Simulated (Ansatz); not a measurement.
# Hf2Si: the cost of one run

Method: DFT PBEsol, scalar-relativistic, plane waves, PAW, in Ansatz 0.2.0.

3 further runs of the same task are left out: 2 that didn't finish, 1 set aside as unsound or not needed.

### Step 1. The structure to begin with

It takes space group I4/mcm (No. 140, tetragonal). Conventional cell: a = 6.511 Å, b = 6.511 Å, c = 5.143 Å, α = 90.00°, β = 90.00°, γ = 90.00°. Around Hf (site symmetry m2m) lie 4 Si at 2.77 Å and 3 Hf at 2.89 to 3.09 Å. Around Si (site symmetry 422) lie 2 Si at 2.57 Å and 8 Hf at 2.77 Å.

Coordinates:

```xyz
6
Lattice="-3.2553 3.2553 2.5716 3.2553 -3.2553 2.5716 3.2553 3.2553 -2.5716" Properties=species:S:1:pos:R:3 pbc="T T T"
Hf    1.0205    2.2348    2.5716
Hf    2.2348   -1.0205    2.5716
Hf    2.2348    1.0205    0.0000
Hf    1.0205    4.2759    0.0000
Si    0.0000    0.0000    3.8574
Si    0.0000    0.0000    1.2858
```

It goes back to an entry of the Materials Project, which need not be the stable form.

It is the result of an earlier relaxation at this level (volume 18.17 Å³/atom; gap on the mesh: none (metal)).

### Step 2. The undisturbed cell

input.yaml reads:

```yaml
crystal:
  lattice:
    - [-3.2553259379, 3.2553259379, 2.5716076326]
    - [3.2553259379, -3.2553259379, 2.5716076326]
    - [3.2553259379, 3.2553259379, -2.5716076326]
  atoms:
    - { symbol: Hf, position: [0.8432528484, 0.6567471516, 0.5] }
    - { symbol: Hf, position: [0.3432528484, 0.8432528484, 0.1865056967] }
    - { symbol: Hf, position: [0.1567471516, 0.3432528484, 0.5] }
    - { symbol: Hf, position: [0.6567471516, 0.1567471516, 0.8134943033] }
    - { symbol: Si, position: [0.75, 0.75, 0.0] }
    - { symbol: Si, position: [0.25, 0.25, 0.0] }
basis:
  ecutwfc: 420
kpoints:
  mp_grid: { grid: [12, 12, 12] }
hamiltonian:
  xc: pbesol
scf:
  occupations: { method: gaussian, width: 0.15 }
output:
  forces: true
  stress: true
  eigenvalues: true
```

Command:

```console
ansatz run input.yaml --threads 2 --pin off --max-ram 5120MiB --backend cpu --events-out ev --progress --plain --runs-dir out
```

What time and memory should one allow on 2 threads of AMD EPYC (Zen 3), shared host?

About 62 s, with a peak of 1 GiB.
